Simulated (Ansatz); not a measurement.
**Photoemission of C(111) with NH2 on 25 % of the top atoms and H on the rest**

What would XPS and angle-resolved spectra of C(111) with NH2 on 25 % of the top atoms and H on the rest look like?

Main program and level: Ansatz 0.2.0; DFT, PBE, plane-wave PAW, default files, scalar-relativistic.

**1. Starting point**

The cell holds 34 atoms: 9 H, 1 N and 24 C. Its edges and angles: a = 5.044 Å, b = 5.044 Å, c = 21.664 Å, α = 90.0°, β = 90.0°, γ = 60.0°. It derives from C. How the cell was made: terminated face; group: NH2; share of top atoms: 0.25; rest: H; oxygen in back bonds: 0; lower face: H. Regions: ad, 6 atoms (1 N and 5 H); L1, 4 atoms (4 C); L2, 4 atoms (4 C); L3, 4 atoms (4 C); mid, 4 atoms (4 C); rest, 12 atoms (8 C and 4 H). Vacuum lies along c.

**2. Relaxing the atoms**

The cut or typed positions aren't at rest, and spectra shift with geometry, so the relaxation comes first. 12 atoms are held to stand for the bulk. A dipole correction cancels the field between unlike faces.

File input.yaml:

```yaml
crystal:
  lattice:
    - [5.044499777, 0.0, 0.0]
    - [2.5222498885, 4.3686649563, 0.0]
    - [0.0, 0.0, 21.6636689229]
  atoms:
    - { symbol: H, position: [0.128217851, 0.068670865, 0.676878371] }
    - { symbol: H, position: [0.803111285, 0.068670865, 0.676878371] }
    - { symbol: "N", position: [0.0, 0.0, 0.653798254] }
    - { symbol: H, position: [0.5, 0.0, 0.635334161] }
    - { symbol: H, position: [0.0, 0.5, 0.635334161] }
    - { symbol: H, position: [0.5, 0.5, 0.635334161] }
    - { symbol: C, position: [0.0, 0.0, 0.588250724] }
    - { symbol: C, position: [0.5, 0.0, 0.588250724] }
    - { symbol: C, position: [0.0, 0.5, 0.588250724] }
    - { symbol: C, position: [0.5, 0.5, 0.588250724] }
    - { symbol: C, position: [0.833333333, 0.333333333, 0.564485031] }
    - { symbol: C, position: [0.333333333, 0.333333333, 0.564485031] }
    - { symbol: C, position: [0.833333333, 0.833333333, 0.564485031] }
    - { symbol: C, position: [0.333333333, 0.833333333, 0.564485031] }
    - { symbol: C, position: [0.833333333, 0.333333333, 0.493187952] }
    - { symbol: C, position: [0.333333333, 0.333333333, 0.493187952] }
    - { symbol: C, position: [0.833333333, 0.833333333, 0.493187952] }
    - { symbol: C, position: [0.333333333, 0.833333333, 0.493187952] }
    - { symbol: C, position: [0.166666667, 0.166666667, 0.469422259] }
    - { symbol: C, position: [0.666666667, 0.166666667, 0.469422259] }
    - { symbol: C, position: [0.166666667, 0.666666667, 0.469422259] }
    - { symbol: C, position: [0.666666667, 0.666666667, 0.469422259] }
    - { symbol: C, position: [0.166666667, 0.166666667, 0.398125181] }
    - { symbol: C, position: [0.666666667, 0.166666667, 0.398125181] }
    - { symbol: C, position: [0.166666667, 0.666666667, 0.398125181] }
    - { symbol: C, position: [0.666666667, 0.666666667, 0.398125181] }
    - { symbol: C, position: [0.0, 0.0, 0.374359488] }
    - { symbol: C, position: [0.5, 0.0, 0.374359488] }
    - { symbol: C, position: [0.0, 0.5, 0.374359488] }
    - { symbol: C, position: [0.5, 0.5, 0.374359488] }
    - { symbol: H, position: [0.0, 0.0, 0.323121629] }
    - { symbol: H, position: [0.5, 0.0, 0.323121629] }
    - { symbol: H, position: [0.0, 0.5, 0.323121629] }
    - { symbol: H, position: [0.5, 0.5, 0.323121629] }
kpoints:
  mp_grid: { grid: [6, 6, 1] }
scf:
  occupations: { method: fermi_dirac, width: 0.02 }
  n_extra_bands: 24
hamiltonian:
  xc: pbe
  pseudopotentials: { kind: paw }
output:
  forces: true
  write_potential: true
  volumetric_format: []
efield:
  axis: 3
  dipole_correction: true
relax:
  f_tol: 0.03
  max_steps: 70
  constraints: [{ sites: [22, 23, 24, 25, 26, 27, 28, 29, 30, 31, 32, 33] }]
```

On the command line:

```bash
$ ansatz run input.yaml --threads 4 --pin off --max-ram 11264MiB --backend cpu --events-out ev --progress --plain --runs-dir out
```

Numbers of over 12 decimals in the logs are rounded to 6 here.

The log of the run:

```text
scf.n_extra_bands = 24 over 55 filled bands (N_el = 110.0): the run solves 79 bands
Engine: ansatz 0.2.0, aarch64-unknown-linux-gnu
Pseudopotentials: kind: paw
Pseudopotential: H, paw, valence charge 1, recommended cutoff 420 eV (normal), H.paw.azcp
Pseudopotential: N, paw, valence charge 5, recommended cutoff 420 eV (normal), N.paw.azcp
Pseudopotential: C, paw, valence charge 4, recommended cutoff 420 eV (normal), C.paw.azcp
Functional definition: PBE
  parameter kappa = 0.804
  parameter beta = 0.066725
  exchange = pbe_x(kappa = kappa, mu = beta*pi^2/3)
  correlation = pbe_c(beta = beta)
Crystal: 34 atoms, lattice volume = 477.418 Å³
Basis set: ecut = 420 eV, 9415 PW (Γ), exchange–correlation on 72×72×300 points (8 copies of the dense FFT grid, shifted against one another)
Bands: 79, of which v1, the nominal top of the filled ones, is band 55 counted from 1 (54 counted from 0)
Symmetry: 2 space group operations
Space group: Cm (ITA 8), of the structure as read, at distance tolerance 7.8e-5 Å
k-points: 13 of 36 (time reversal used)
Non-local potential: H, projectors of the file, l = 0: 2, l = 1: 1
Non-local potential: N, projectors of the file, l = 0: 2, l = 1: 2, l = 2: 1
Non-local potential: C, projectors of the file, l = 0: 2, l = 1: 2, l = 2: 1
PAW form: soft (Blöchl's): semilocal exchange-correlation on the pseudo side does not see the compensation charge
PAW one-centre angular grid: H, 110 points (default); XC on 64 Gauss nodes
PAW one-centre angular grid: N, 110 points (default); XC on 64 Gauss nodes
PAW one-centre angular grid: C, 110 points (default); XC on 64 Gauss nodes
Initial density: superposition of atomic densities (neutral atoms: chi_scale 0, normalization atom), corrected by the library's trained network
Initial wavefunctions: pseudopotential atomic-orbital guess
Functional: x = pbe(κ = 0.804, μ = 0.219515), c = pbe(β = 0.066725)
SCF iter   1: F=—  HF=-6548.188650 eV  |F-HF|=—  |Δ(HF+E_count)|=         —  Δρ=3.53e-3  dr2=2.14e-1  ethr=1.77e-3  p=0.136 e·Å  D=5.17e-2 V/Å  ΔV_dip=-1.12 eV  dr2_dipole=3.27e-2  V_vac-E_F(+/−)=2.41/3.53 eV  ⟨swp⟩=15.8  Hψ=8583  notcnv=0  defer=141
efield: sawtooth ramp at fractional position 0.9500 (placed from the atoms, in the widest stretch of the axis that holds none; the zero of the levels goes with the place), width 0.1000; the density the first Hamiltonian is built on has a dipole p = 0.136 e·Å; the dipole correction subtracts the counter field D = 5.17e-2 V/Å, which shifts the + side's vacuum level by -1.12 eV against the − side's; the planar-averaged density in the ramp window peaks in size at 1.4e-4 e/Å³
preconditioner: auto → Resta (q_TF=auto, 2.136 Å⁻¹)  ε∞=2.4  [insulator: Δε(μ)=2.240 eV  Ē_g=15.173 eV  σ=0.020 eV  W_gap=1.00  n_scr=80 (ndim 8)  ℏωp=17.8 eV  f_vac=0.569  D(μ)=0.00/eV (n_scr^D=0)  ε∞_Penn≈2.4  vacuum switching on, ρ_ref=1.7e-2 e/Å³]
SCF iter   2: F=—  HF=-6548.148826 eV  |F-HF|=—  |Δ(HF+E_count)|=   3.98e-2  Δρ=2.50e-3  dr2=2.54e-2  ethr=1.94e-4  p=0.044 e·Å  D=1.67e-2 V/Å  ΔV_dip=-0.36 eV  dr2_dipole=1.52e-3  V_vac-E_F(+/−)=2.32/2.68 eV  ⟨swp⟩=3.3  Hψ=1679  notcnv=0  defer=253
SCF iter   3: F=—  HF=-6548.148399 eV  |F-HF|=—  |Δ(HF+E_count)|=   4.27e-4  Δρ=1.22e-3  dr2=6.35e-3  ethr=2.31e-5  p=0.063 e·Å  D=2.39e-2 V/Å  ΔV_dip=-0.52 eV  dr2_dipole=6.42e-5  V_vac-E_F(+/−)=2.17/2.69 eV  ⟨swp⟩=3.3  Hψ=1273  notcnv=0  defer=253
SCF iter   4: F=—  HF=-6548.149249 eV  |F-HF|=—  |Δ(HF+E_count)|=   8.51e-4  Δρ=1.95e-4  dr2=3.69e-4  ethr=5.77e-6  p=0.056 e·Å  D=2.13e-2 V/Å  ΔV_dip=-0.46 eV  dr2_dipole=3.05e-5  V_vac-E_F(+/−)=2.05/2.51 eV  ⟨swp⟩=4.4  Hψ=1696  notcnv=0  defer=253
SCF iter   5: F=—  HF=-6548.149217 eV  |F-HF|=—  |Δ(HF+E_count)|=   3.21e-5  Δρ=8.36e-5  dr2=2.57e-5  ethr=3.36e-7  p=0.059 e·Å  D=2.24e-2 V/Å  ΔV_dip=-0.48 eV  dr2_dipole=9.01e-7  V_vac-E_F(+/−)=2.03/2.52 eV  ⟨swp⟩=2.1  Hψ=1548  notcnv=0  defer=253
SCF iter   6: F=-6548.149250 eV  HF=-6548.149252 eV  |F-HF|=2.03e-6  |Δ(HF+E_count)|=   3.48e-5  Δρ=3.02e-5  dr2=4.24e-6  ethr=2.05e-8  p=0.059 e·Å  D=2.23e-2 V/Å  ΔV_dip=-0.48 eV  dr2_dipole=1.35e-7  V_vac-E_F(+/−)=2.04/2.52 eV  ⟨swp⟩=12.0  Hψ=9623  notcnv=0
SCF 1 converged in 6 iterations: F = -6548.149250 eV  dr2 = 4.24e-6
  greatest PAW one-centre occupation: 0.787 electrons in one spin orbital (limit 2), on the N atom at site 2 (counted from 0), in its partial waves of l = 0
relax step   1: F+E_penalty+E_count = -6548.14924996 eV  Δ(F+E_penalty+E_count) = +0.000e0 eV  max|allowed force component| = 3.958e0 eV/Å  Δτ_max = 0.0000 Å  (6 SCF iters, dr2 threshold 2.25e-5 eV, accepted)
Initial density: handed on by an earlier stage of this run
Initial wavefunctions: those handed on with the density
iter 1 solved again at ethr=1.70e-4 eV; its pass at ethr=3.10e-3 eV (dr2=1.87e-1 eV) is discarded
SCF iter   1: F=—  HF=-6548.635006 eV  |F-HF|=—  |Δ(HF+E_count)|=         —  Δρ=8.69e-3  dr2=1.81e-1  ethr=1.70e-4  p=0.059 e·Å  D=2.23e-2 V/Å  ΔV_dip=-0.48 eV  dr2_dipole=2.54e-4  V_vac-E_F(+/−)=2.06/2.54 eV  ⟨swp⟩=1.9  Hψ=3749  notcnv=0  defer=251
efield: sawtooth ramp at fractional position 0.9500 (handed on by an earlier solve), width 0.1000; the density the first Hamiltonian is built on has a dipole p = 0.059 e·Å; the dipole correction subtracts the counter field D = 2.23e-2 V/Å, which shifts the + side's vacuum level by -0.48 eV against the − side's; the planar-averaged density in the ramp window peaks in size at 3.3e-6 e/Å³
preconditioner: auto → Resta (q_TF=auto, 2.136 Å⁻¹)  ε∞=2.4  [insulator: Δε(μ)=2.195 eV  Ē_g=14.925 eV  σ=0.020 eV  W_gap=1.00  n_scr=80 (ndim 8)  ℏωp=17.8 eV  f_vac=0.572  D(μ)=0.00/eV (n_scr^D=0)  ε∞_Penn≈2.4  vacuum switching on, ρ_ref=1.6e-2 e/Å³]
SCF iter   2: F=—  HF=-6548.594392 eV  |F-HF|=—  |Δ(HF+E_count)|=   4.06e-2  Δρ=4.06e-3  dr2=2.88e-2  ethr=1.65e-4  p=0.050 e·Å  D=1.89e-2 V/Å  ΔV_dip=-0.41 eV  dr2_dipole=2.35e-4  V_vac-E_F(+/−)=2.11/2.52 eV  ⟨swp⟩=3.0  Hψ=1525  notcnv=0  defer=251
SCF iter   3: F=—  HF=-6548.590889 eV  |F-HF|=—  |Δ(HF+E_count)|=   3.50e-3  Δρ=1.08e-3  dr2=3.01e-3  ethr=2.62e-5  p=0.039 e·Å  D=1.46e-2 V/Å  ΔV_dip=-0.32 eV  dr2_dipole=1.32e-4  V_vac-E_F(+/−)=2.14/2.46 eV  ⟨swp⟩=2.5  Hψ=1633  notcnv=0  defer=251
SCF iter   4: F=—  HF=-6548.590524 eV  |F-HF|=—  |Δ(HF+E_count)|=   3.65e-4  Δρ=2.73e-4  dr2=1.51e-4  ethr=2.74e-6  p=0.044 e·Å  D=1.68e-2 V/Å  ΔV_dip=-0.36 eV  dr2_dipole=3.78e-6  V_vac-E_F(+/−)=2.12/2.48 eV  ⟨swp⟩=2.2  Hψ=1558  notcnv=0  defer=251
[...]
preconditioner: auto → Resta (q_TF=auto, 2.136 Å⁻¹)  ε∞=2.4  [insulator: Δε(μ)=2.694 eV  Ē_g=15.028 eV  σ=0.020 eV  W_gap=1.00  n_scr=80 (ndim 8)  ℏωp=17.8 eV  f_vac=0.572  D(μ)=0.00/eV (n_scr^D=0)  ε∞_Penn≈2.4  vacuum switching on, ρ_ref=1.6e-2 e/Å³]
SCF iter   2: F=—  HF=-6548.698414 eV  |F-HF|=—  |Δ(HF+E_count)|=   4.62e-6  Δρ=9.39e-6  dr2=3.03e-7  ethr=1.28e-9  p=-0.008 e·Å  D=-3.12e-3 V/Å  ΔV_dip=0.07 eV  dr2_dipole=7.30e-11  V_vac-E_F(+/−)=2.40/2.33 eV  ⟨swp⟩=2.0  Hψ=1469  notcnv=0  defer=250
SCF iter   3: F=-6548.698414 eV  HF=-6548.698414 eV  |F-HF|=2.78e-8  |Δ(HF+E_count)|=   1.45e-7  Δρ=4.16e-6  dr2=6.94e-8  ethr=9.09e-11  p=-0.008 e·Å  D=-3.12e-3 V/Å  ΔV_dip=0.07 eV  dr2_dipole=2.26e-9  V_vac-E_F(+/−)=2.40/2.33 eV  ⟨swp⟩=10.0  Hψ=6797  notcnv=0
SCF 9 converged in 3 iterations: F = -6548.698414 eV  dr2 = 6.94e-8
relax step   9: F+E_penalty+E_count = -6548.69841431 eV  Δ(F+E_penalty+E_count) = -4.746e-7 eV  max|allowed force component| = 1.096e-2 eV/Å  Δτ_max = 0.0000 Å  (3 SCF iters, accepted)
NSCF: frozen V_eff on 13 k-points
the band table was solved once a step of the walk had ended and its energy, with any forces and stress, was formed, with the checks that follow a solve (7966 applications of the Hamiltonian). They found nothing against the state; the energy, forces and stress were not computed again (output.eigenvalues in the input reference)
WARN: The output density's exchange-correlation potential varies sharply where the density is thin. Do not read a vacuum level from v_tot or v_xc, or from such a field of the output density. On a cell that repeats whose density bears no net charge and no dipole along the vacuum's axis use v_es (v_loc + v_h of the components); under efield.dipole_correction with no amplitude use v_es + v_field, which holds any externa [...]
SCF converged after 3 iterations
Free energy (F): -6548.698414 eV
Harris-Foulkes:  -6548.698414 eV  (|F-HF|=2.78e-8)
Internal energy: -6548.698414 eV  (E = F + TS)
E sigma→0 (E₀):  -6548.698414 eV
Fermi energy:    2.851893 eV
Dipole field:    D = -0.003161 V/Å  (p = -0.008340 e·Å, saw-weighted, corrected)
Work function:   Φ+ = 2.3973 eV   Φ− = 2.3286 eV
Levels:          The Fermi level and band energies are counted from a zero that moves with the ramp; work functions are not
--- Per-component energies (eV) ---
  E_band       = -756.771853
  E_kinetic    = 2468.193299
  E_local      = -82140.180137  (includes V_loc(G=0)·N_el)
  E_nonlocal   = 701.656257
  E_hartree    = 40014.874977
  E_xc         = -1308.890540
  E_vxc        = -1630.069262  (∫ρ·V_xc dr)
  E_paw        = -2514.330146  (= ΣΔE_a)
  E_vpaw       = -186.061444  (= ΣTr[D̂ρ^β])
  E_aug_tail   = -0.011946  (compensation charges beyond the density's cutoff)
  E_efield     = 0.000013  (sawtooth field / dipole correction)
  E_vefield    = -0.064847  (∫n·V_field dr)
  E_ewald      = 36229.989808
  E_smearing   = -0.000000  (= −TS)
  E_closure    = 0.000000  (closes the sum)
  Σ components = -6548.698414   (vs F -6548.698414, Δ=0.00e0)
--- Forces (eV/Å), atoms counted from 1 ---
  atom   1  H      0.00254408     0.00596356     0.00166658
  atom   2  H     -0.00254408     0.00596356     0.00166658
  atom   3  N      0.00000000    -0.00798662    -0.01095635
  atom   4  H      0.00000000    -0.00102948     0.00073252
  atom   5  H     -0.00110510    -0.00003896     0.00288016
  atom   6  H      0.00110510    -0.00003896     0.00288016
  atom   7  C      0.00000000    -0.00049422     0.00931442
  atom   8  C      0.00000000     0.00301427    -0.00392538
  atom   9  C      0.00899588     0.00346120    -0.00204323
  atom  10  C     -0.00899588     0.00346120    -0.00204323
  atom  11  C      0.00000000    -0.00372624     0.00145584
  atom  12  C      0.00000000    -0.00407956     0.00058533
  atom  13  C     -0.00308087     0.00023521    -0.00349704
  atom  14  C      0.00308087     0.00023521    -0.00349704
  atom  15  C      0.00000000     0.00210000    -0.00011873
  atom  16  C      0.00000000     0.00075620     0.00193876
  atom  17  C     -0.00256384    -0.00208935    -0.00050420
  atom  18  C      0.00256384    -0.00208935    -0.00050420
  atom  19  C      0.00032529     0.00025694     0.00154024
  atom  20  C     -0.00032529     0.00025694     0.00154024
  atom  21  C      0.00000000    -0.00179549    -0.00158455
  atom  22  C      0.00000000     0.00180323    -0.00028668
  atom  23  C     -0.01578030    -0.01447012    -0.91761855
  atom  24  C      0.01578030    -0.01447012    -0.91761855
  atom  25  C      0.00000000     0.01612978    -0.90866523
  atom  26  C      0.00000000     0.00751170    -0.81376010
  atom  27  C      0.00000000     0.00102370     0.75713374
  atom  28  C      0.00000000     0.00111889     0.78088227
  atom  29  C     -0.00015179    -0.00055455     0.78793762
  atom  30  C      0.00015179    -0.00055455     0.78793762
  atom  31  H      0.00000000    -0.00094823     0.11008078
  atom  32  H      0.00000000    -0.00126228     0.11145163
  atom  33  H     -0.00136087     0.00105973     0.11244814
  atom  34  H      0.00136087     0.00105973     0.11244814
  max |Σ_I F_I| component: 2.17e-4 eV/Å
--- Band table (eV; the first three rows and the last of 13) ---
  k-point 0: bands = [... 51 lower, 0.4095, 0.5153, 1.4685, 1.5027, 4.1978, 4.3980, 5.5425, 6.2007, ... 20 higher]
  k-point 1: bands = [... 51 lower, 0.0638, 0.1003, 0.8119, 1.2095, 4.3823, 4.5578, 5.7288, 6.3867, ... 20 higher]
  k-point 2: bands = [... 51 lower, -0.6341, -0.3341, 0.1362, 0.5558, 4.8797, 5.0293, 6.2548, 6.5245, ... 20 higher]
  k-point 12: bands = [... 51 lower, -0.8013, -0.5869, -0.2257, 0.2476, 5.4964, 5.5233, 6.3354, 6.4325, ... 20 higher]
--- Relaxed structure (9 steps of the walk, 8 accepted, 0 SCFs on fresh bases) ---
  F+E_penalty+E_count = -6548.69841431 eV   max|allowed force component| = 1.096e-2 eV/Å
  atoms:
    - { symbol: H, position: [0.115804, 0.089475, 0.675499] }
    - { symbol: H, position: [0.794722, 0.089475, 0.675499] }
    - { symbol: N, position: [0.010816, -0.021631, 0.657799] }
    - { symbol: H, position: [0.501474, -0.00294752, 0.638052] }
    - { symbol: H, position: [0.000390876, 0.504218, 0.638071] }
    - { symbol: H, position: [0.495391, 0.504218, 0.638071] }
    - { symbol: C, position: [0.000609533, -0.00121907, 0.589582] }
    - { symbol: C, position: [0.500212, -0.000424488, 0.587048] }
    - { symbol: C, position: [0.000173593, 0.499276, 0.587208] }
    - { symbol: C, position: [0.500550, 0.499276, 0.587208] }
    - { symbol: C, position: [0.833478, 0.333043, 0.564961] }
    - { symbol: C, position: [0.333409, 0.333182, 0.564547] }
    - { symbol: C, position: [0.833965, 0.832500, 0.564973] }
    - { symbol: C, position: [0.333535, 0.832500, 0.564973] }
    - { symbol: C, position: [0.833803, 0.332395, 0.493322] }
    - { symbol: C, position: [0.333452, 0.333095, 0.493088] }
    - { symbol: C, position: [0.833828, 0.833794, 0.493324] }
    - { symbol: C, position: [0.332378, 0.833794, 0.493324] }
    - { symbol: C, position: [0.166579, 0.166610, 0.469427] }
    - { symbol: C, position: [0.666811, 0.166610, 0.469427] }
    - { symbol: C, position: [0.166669, 0.666662, 0.469454] }
    - { symbol: C, position: [0.666686, 0.666629, 0.469685] }
    - { symbol: C, position: [0.1666666665, 0.166666667, 0.398125181] }
    - { symbol: C, position: [0.666667, 0.166666667, 0.398125181] }
    - { symbol: C, position: [0.1666666665, 0.666666667, 0.398125181] }
    - { symbol: C, position: [0.666667, 0.666666667, 0.398125181] }
    - { symbol: C, position: [0.0, 0.0, 0.374359] }
    - { symbol: C, position: [0.500000, 0.0, 0.374359] }
    - { symbol: C, position: [0.0, 0.5, 0.374359] }
    - { symbol: C, position: [0.500000, 0.5, 0.374359] }
    - { symbol: H, position: [0.0, 0.0, 0.323121629] }
    - { symbol: H, position: [0.500000, 0.0, 0.323121629] }
    - { symbol: H, position: [0.0, 0.5, 0.323121629] }
    - { symbol: H, position: [0.500000, 0.5, 0.323121629] }
```

The job ended after 88 s (4 threads of Arm Neoverse V2, shared host; peak memory 1.2 GiB; 5.7 min of CPU time).

The steps of the relaxation:

| step | energy less that of the first step (eV) | largest force component (eV/Å) |
| --- | --- | --- |
| 1 | 0.0000 | 3.9579 |
| 2 | -0.4413 | 1.1495 |
| 3 | -0.5327 | 0.5978 |
| 4 | -0.5326 | 0.5843 |
| 5 | -0.5327 | 0.5993 |
| 6 | -0.5335 | 0.5769 |
| 7 | -0.5479 | 0.1778 |
| 8 | -0.5492 | 0.0110 |
| 9 | -0.5492 | 0.0110 |

Relaxation step 4 was tried and not accepted.

The run keeps the 2 symmetry operations that it works with, so distortions that break them were not tested.

The atoms that moved most (Å):

| atom | dx | dy | dz | length |
| --- | --- | --- | --- | --- |
| N3 | 0.000 | -0.095 | 0.087 | 0.128 |
| H1 | -0.010 | 0.091 | -0.030 | 0.096 |
| H2 | 0.010 | 0.091 | -0.030 | 0.096 |
| H6 | -0.013 | 0.018 | 0.059 | 0.063 |
| H5 | 0.013 | 0.018 | 0.059 | 0.063 |
| H4 | 0.000 | -0.013 | 0.059 | 0.060 |
| C7 | 0.000 | -0.005 | 0.029 | 0.029 |
| C8 | 0.000 | -0.002 | -0.026 | 0.026 |

Final coordinates:

```cif
data_structure
_symmetry_space_group_name_H-M 'P 1'
_symmetry_Int_Tables_number 1
_cell_length_a 5.0445
_cell_length_b 5.0445
_cell_length_c 21.6637
_cell_angle_alpha 90.000
_cell_angle_beta 90.000
_cell_angle_gamma 60.000
_cell_volume 477.42
loop_
_atom_site_label
_atom_site_type_symbol
_atom_site_fract_x
_atom_site_fract_y
_atom_site_fract_z
_atom_site_occupancy
H1 H 0.11580 0.08947 0.67550 1
H2 H 0.79472 0.08947 0.67550 1
N3 N 0.01082 0.97837 0.65780 1
H4 H 0.50147 0.99705 0.63805 1
H5 H 0.00039 0.50422 0.63807 1
H6 H 0.49539 0.50422 0.63807 1
C7 C 0.00061 0.99878 0.58958 1
C8 C 0.50021 0.99958 0.58705 1
C9 C 0.00017 0.49928 0.58721 1
C10 C 0.50055 0.49928 0.58721 1
C11 C 0.83348 0.33304 0.56496 1
C12 C 0.33341 0.33318 0.56455 1
C13 C 0.83397 0.83250 0.56497 1
C14 C 0.33354 0.83250 0.56497 1
C15 C 0.83380 0.33239 0.49332 1
C16 C 0.33345 0.33310 0.49309 1
C17 C 0.83383 0.83379 0.49332 1
C18 C 0.33238 0.83379 0.49332 1
C19 C 0.16658 0.16661 0.46943 1
C20 C 0.66681 0.16661 0.46943 1
C21 C 0.16667 0.66666 0.46945 1
C22 C 0.66669 0.66663 0.46969 1
C23 C 0.16667 0.16667 0.39813 1
C24 C 0.66667 0.16667 0.39813 1
C25 C 0.16667 0.66667 0.39813 1
C26 C 0.66667 0.66667 0.39813 1
C27 C 0.00000 0.00000 0.37436 1
C28 C 0.50000 0.00000 0.37436 1
C29 C 0.00000 0.50000 0.37436 1
C30 C 0.50000 0.50000 0.37436 1
H31 H 0.00000 0.00000 0.32312 1
H32 H 0.50000 0.00000 0.32312 1
H33 H 0.00000 0.50000 0.32312 1
H34 H 0.50000 0.50000 0.32312 1
```

This step gave:

```yaml
free_energy: -6548.6984 eV
fermi_energy: 2.852 eV
symmetry_operations: 2
gap_on_the_k_mesh: 2.695 eV
ionisation_potential_upper_face: 3.746 eV
upper_vacuum_level_less_the_lowest_empty_level_kohn_sham_affinity: 1.051 eV
ionisation_potential_lower_face: 3.678 eV
```

The relaxation ends 16 meV an atom lower, with a largest force component of 0.011 eV/Å on the free atoms.

(Part 1 of 4 ends here.)

[Logs are printed without paths, hosts, clocks, repeated set-up lines and the standing remarks that a program may print on its own settings, such as how far it seeks lower states.]

[Hosts, paths, dates, database ids (printed as entryN), source tags and the programs' standing remarks are cut or masked in the printed files.]

[Maps of the electrostatic potential energy from Ansatz leave out the sawtooth potential of an applied field or a dipole correction, so their vacuum need not be flat; work functions include it.]
